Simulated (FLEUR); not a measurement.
Crystal: PbF2 (Fluorocronite).

```
Pb F
1.0
     0.00000    2.96366    2.96366
     2.96366    0.00000    2.96366
     2.96366    2.96366    0.00000
Pb F
1 2
Direct
  0.00000 0.00000 0.00000
  0.75000 0.75000 0.75000
  0.25000 0.25000 0.25000
```

Base run:

| Property | Result |
| --- | --- |
| Program | FLEUR MaX-R8.1 (later development tree) |
| Functional | PBEsol |
| Potentials or basis | all-electron |
| Basis | FLAPW |
| Kmax | 4.19 1/bohr |
| k mesh | 8 × 8 × 8 |
| Occupations | fermi-dirac, width 0.05 eV |
| Spin | no spin polarisation |

Its results: band gap on the k mesh 4.31 eV, indirect (least direct gap 4.46 eV).

Q: The run is repeated on the same cell with these changes: functional from PBEsol to PBE. What comes out?

A: Band gap on the k mesh 4.42 eV, indirect (least direct gap 4.56 eV).

Caveats: spin-orbit coupling is left out, which as a rule narrows the gap of such compounds by several tenths of an eV.

A k mesh can miss the band edges.

Not every run made on this cell is shown here.
